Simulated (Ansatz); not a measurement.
NaCl:

```
Cl Na
1.0
     3.50219    0.00000    0.00000
     0.00000    3.50219    0.00000
     0.00000    0.00000    3.50219
Cl Na
1 1
Direct
  0.50000 0.50000 0.50000
  0.00000 0.00000 0.00000
```

Measurements of this composition are mostly on another form, of space group No. 225.

| Property | Result |
| --- | --- |
| Program | Ansatz 0.2.0 |
| Task | relaxation of cell and atoms |
| Functional | revPBE |
| Potentials or basis | Ansatz PAW |
| Cutoff | 420 eV (not typed: the program's choice for these potentials) |
| k mesh | 8 × 8 × 8 |
| Occupations | fermi-dirac, width 0.05 eV |
| Spin | no spin polarisation |

At the start: volume 21.48 Å³/atom.

Where does the relaxation end?

It ends after 5 steps and the volume is 22.98 Å³/atom (+7.0 %); space group Pm-3m (No. 221, to 0.05 Å).

The path:
```csv
step,energy change (eV),largest force (eV/Å),volume (Å³)
1,0.0000,0.0000,42.96
2,-0.0120,0.0000,44.58
3,-0.0148,0.0000,45.81
4,-0.0149,0.0000,45.96
5,-0.0149,0.0000,45.96
```

Final structure:
```cif
data_structure
_symmetry_space_group_name_H-M 'P 1'
_symmetry_Int_Tables_number 1
_cell_length_a 3.5820
_cell_length_b 3.5820
_cell_length_c 3.5820
_cell_angle_alpha 90.000
_cell_angle_beta 90.000
_cell_angle_gamma 90.000
_cell_volume 45.96
loop_
_atom_site_label
_atom_site_type_symbol
_atom_site_fract_x
_atom_site_fract_y
_atom_site_fract_z
_atom_site_occupancy
Cl1 Cl 0.50000 0.50000 0.50000 1
Na1 Na 0.00000 0.00000 0.00000 1
```

Caveat: the plane-wave basis is chosen anew once the cell has moved, so the energies of steps on either side of that aren't comparable; the PAW data sets come from PBE, with cores solved anew for the run's functional, which leaves a small shift of forces and pressure.
